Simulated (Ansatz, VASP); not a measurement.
Given: the input of a run of VASP 6.6.1 on ZrB2. 

File INCAR:

```
PREC = Accurate
ENCUT = 520
EDIFF = 1E-6
ISMEAR = 0
SIGMA = 0.1
LREAL = F
LASPH = T
NELM = 80
ALGO = Normal
ISIF = 2
LWAVE = F
LCHARG = F
GGA = CA
```

File KPOINTS:

```
regular mesh
0
Gamma
  10 10 8
```

File POSCAR:

```
ZrB2
1.0
    3.1700000000      0.0000000000      0.0000000000
   -1.5850000000      2.7453005300      0.0000000000
    0.0000000000      0.0000000000      3.5330000000
Zr B
1 2
Direct
    0.0000000000      0.0000000000      0.0000000000
    0.6666666667      0.3333333333      0.5000000000
    0.3333333333      0.6666666667      0.5000000000
```

Potentials or basis: VASP PAW LDA potentials, release 64 (Zr_sv, B).

Command:

```console
$ cat potpaw_LDA.64/Zr_sv/POTCAR potpaw_LDA.64/B/POTCAR > POTCAR
$ mpirun -np 1 vasp_std > vasp.out
```

Problem. Translate it to Ansatz 0.2.0. Potentials or basis there: Ansatz PAW, cutoff 420 eV.

Solution. As run (cutoffs and basis follow the program's own potentials, and thresholds, step limits or extra output files can differ):

The input input.yaml:

```yaml
crystal:
  lattice:
    - [3.17, 0.0, 0.0]
    - [-1.585, 2.74530053, 0.0]
    - [0.0, 0.0, 3.533]
  atoms:
    - { symbol: Zr, position: [0.0, 0.0, 0.0] }
    - { symbol: B, position: [0.6666666667, 0.3333333333, 0.5] }
    - { symbol: B, position: [0.3333333333, 0.6666666667, 0.5] }
hamiltonian:
  xc: lda
  pseudopotentials: { kind: paw }
kpoints:
  mp_grid: { grid: [10, 10, 8] }
scf:
  occupations: { method: gaussian, width: 0.1 }
output:
  forces: true
  stress: true
  eigenvalues: true
  write_density: true
  write_potential: true
  elf: true
  volumetric_format: npy
```

Potentials or basis: Ansatz PAW.

The run is started by

```bash
$ ansatz run input.yaml --threads 2 --pin off --max-ram 5632MiB --backend cpu --events-out ev --progress --plain --runs-dir out
```

Both were run:

|  | VASP | Ansatz |
| --- | --- | --- |
| Pressure | -8.3 GPa | -8.8 GPa |

Ansatz's pressure holds a Pulay term of +0.21 GPa for its cutoff of 420 eV, which the other run lacks.

Ansatz's potentials were made for PBE.

Where Ansatz's input types no cutoff or centring, it takes its own default and a Γ-centred mesh.

The two programs' LDA may be different fits to the electron gas.

Pressure is positive in compression.
